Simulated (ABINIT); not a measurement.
Runs of ABINIT 10.8.3 (patched build) on BAs. The structure is cubic, space group F-43m (No. 216). Conventional cell: a = 4.777 Å, b = 4.777 Å, c = 4.777 Å, α = 90.00°, β = 90.00°, γ = 90.00°. As (site symmetry -43m) is surrounded by 4 B at 2.07 Å. B (site symmetry -43m) is surrounded by 4 As at 2.07 Å. 

```tsv
task	level	potentials or basis	spin	k mesh	gap on the mesh (eV)	pressure (GPa)	V0 of scaled cells (Å³/atom)	B0 (GPa)
band structure	LDA-PZ	JTH PAW LDA v2.0	SOC, no magnetisation	10 × 10 × 10	1.06	-3.9	-	-
equation of state	BP86+D3(BJ)	JTH PAW PBE v2.0	off	10 × 10 × 10	-	-	13.22	146
single point	PBEsol	JTH PAW PBE v2.0	off	13 × 13 × 13	1.09	-0.7	-	-
band structure	BLYP	JTH PAW PBE v2.0	off	10 × 10 × 10	1.41	7.6	-	-
band structure	OLYP	JTH PAW PBE v2.0 sp	off	10 × 10 × 10	1.34	2.5	-	-
equation of state	RPBE	JTH PAW PBE v2.0	off	10 × 10 × 10	-	-	14.20	125
band structure	HCTH407	JTH PAW PBE v2.0 sp	off	10 × 10 × 10	1.47	2.5	-	-
equation of state	LDA	JTH PAW LDA v2.0 sp	off	10 × 10 × 10	-	-	13.33	148
equation of state	BP86	JTH PAW PBE v2.0	off	10 × 10 × 10	-	-	14.02	(a)
equation of state	LDA	JTH PAW LDA v2.0	off	10 × 10 × 10	-	-	(b)	147
band structure	LDA-VWN	JTH PAW LDA v2.0	off	10 × 10 × 10	1.13	-4.2	-	-
band structure	RPBE	JTH PAW PBE v2.0 sp	off	10 × 10 × 10	1.22	(c)	-	-
```

Alike in all rows: cell as given; cutoff (eV) 408; smearing fermi-dirac 0.05 eV.

Problem. Estimate the missing entries.

Solution. (a) 128; (b) 13.24; (c) 5.9.

Caveats: the PAW data sets were made with another functional, which shifts forces and pressure a little (some runs); pressures at fixed basis lie under the slope of the energies (some runs); this set keeps more shells in the core, which shifts pressures and gaps (some runs); an odd mesh through Γ misses points on the zone boundary, where band edges often lie (some runs).

A k mesh can miss the band edges, and rows without SOC leave out spin-orbit coupling on As.

The runs don't all hold the same shells in valence.

Runs at the PBE level aren't shown here.
